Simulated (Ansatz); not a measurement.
Computed with DFT PBE, scalar-relativistic, plane waves, PAW (Ansatz). Settings: cutoff 420 eV, Γ-centred meshes spaced at most about 0.3 Å⁻¹, and about 0.25 Å⁻¹ or finer for metals (2π included), Gaussian smearing. No spin polarisation.

Each guess is relaxed in cell and atoms at zero pressure, on a coarse mesh first where it starts far from rest and then on a converged one. The steps can't lower the symmetry of the start, but it can rise. Energies are static (0 K, no zero-point motion).

Two unrelaxed guesses for MgSi₂N₂:

A.

```cif
data_structure
_symmetry_space_group_name_H-M 'I4/mmm'
_symmetry_Int_Tables_number 139
_cell_length_a 3.9181
_cell_length_b 3.9181
_cell_length_c 8.9781
_cell_angle_alpha 90.000
_cell_angle_beta 90.000
_cell_angle_gamma 90.000
_cell_volume 137.83
loop_
_atom_site_label
_atom_site_type_symbol
_atom_site_symmetry_multiplicity
_atom_site_Wyckoff_symbol
_atom_site_fract_x
_atom_site_fract_y
_atom_site_fract_z
_atom_site_occupancy
Mg1 Mg 2 a 0.00000 0.00000 0.00000 1
Si1 Si 4 e 0.00000 0.00000 0.37500 1
N1 N 4 d 0.00000 0.50000 0.25000 1
```

B.

```cif
data_structure
_symmetry_space_group_name_H-M 'I4/mmm'
_symmetry_Int_Tables_number 139
_cell_length_a 3.6606
_cell_length_b 3.6606
_cell_length_c 9.5248
_cell_angle_alpha 90.000
_cell_angle_beta 90.000
_cell_angle_gamma 90.000
_cell_volume 127.63
loop_
_atom_site_label
_atom_site_type_symbol
_atom_site_symmetry_multiplicity
_atom_site_Wyckoff_symbol
_atom_site_fract_x
_atom_site_fract_y
_atom_site_fract_z
_atom_site_occupancy
Mg1 Mg 2 a 0.00000 0.00000 0.00000 1
Si1 Si 4 d 0.00000 0.50000 0.25000 1
N1 N 4 e 0.00000 0.00000 0.36254 1
```

Question: Which guess leads to the lower structure, and by how much?

Answer: A ends lower, by 153 meV/atom. A: I4/mmm at 13.8 Å³/atom → I4/mmm at 14.7 Å³/atom; B: I4/mmm at 12.8 Å³/atom → I4/mmm at 13.2 Å³/atom. The shortest distance is 1.88 Å (Si–N) in the end of A and 1.92 Å (Si–N) in the end of B. End of A. Conventional cell: a = 3.479 Å, c = 12.141 Å. Mg is surrounded by 8 Si at 3.39 Å, 4 Mg at 3.48 Å, 8 N at 3.50 Å and 2 Si at 3.74 Å; Si is surrounded by 4 N at 1.88 Å, 4 Si at 2.84 Å, 4 Mg at 3.39 Å, 4 Si at 3.48 Å and 1 Mg at 3.74 Å; around N lie 4 Si at 1.88 Å, 4 N at 2.46 Å, 4 N at 3.48 Å and 4 Mg at 3.50 Å. End of B. Conventional cell: a = 3.841 Å, c = 8.966 Å. Mg is surrounded by 2 N at 2.20 Å; Si is surrounded by 4 N at 1.92 Å; N has 4 Si at 1.92 Å and 1 Mg at 2.20 Å.

Ends held by symmetry can be saddle points. Neither end is the lowest form computed: that has space group Cmmm (No. 65) and lies 0.51 eV/atom below the better end. Even the lowest of the cells shown lies +0.08 eV/atom against the elements. Some candidate types were left out of the draw beforehand, so a known form may be missing.
